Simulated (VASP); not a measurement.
Here is a VASP 6.6.1 calculation.

The input INCAR:

```
ALGO = Normal ; EDIFF = 1E-6
EDIFFG = -0.01 ; ENCUT = 600
IBRION = 2 ; ISIF = 3
ISMEAR = 0 ; LASPH = True
LCHARG = False ; LMIXTAU = True
LREAL = False ; LWAVE = False
METAGGA = R2SCAN ; NELM = 60
NSW = 60 ; PREC = Accurate
SIGMA = 0.05
```

File KPOINTS:

```
k-points
0
Gamma
  13 13 13
```

Contents of POSCAR:

```
BN
1.0
    0.0000000000      3.4953158300      2.1660912400
    1.2516321000      0.0000000000      2.1660912400
    1.2516321000      3.4953158300      0.0000000000
N B
1 1
Direct
    0.6666513400      0.6666513400      0.3333486600
    0.0000486500      0.0000486500      0.9999513500
```

Potentials or basis: VASP PAW PBE potentials, release 64 (N, B).

Command:

```bash
$ cat potpaw_PBE.64/N/POTCAR potpaw_PBE.64/B/POTCAR > POTCAR
$ mpirun -np 1 vasp_std > vasp.out
```

(1) What does it give for the relaxed volume?

(2) Predict the space group after relaxing (to 0.05 Å).

Answers

(1) 9.37 Å³/atom.

(2) Fmm2 (No. 42).

Caveat: the PAW data sets were made with another functional, which shifts forces and pressure a little.
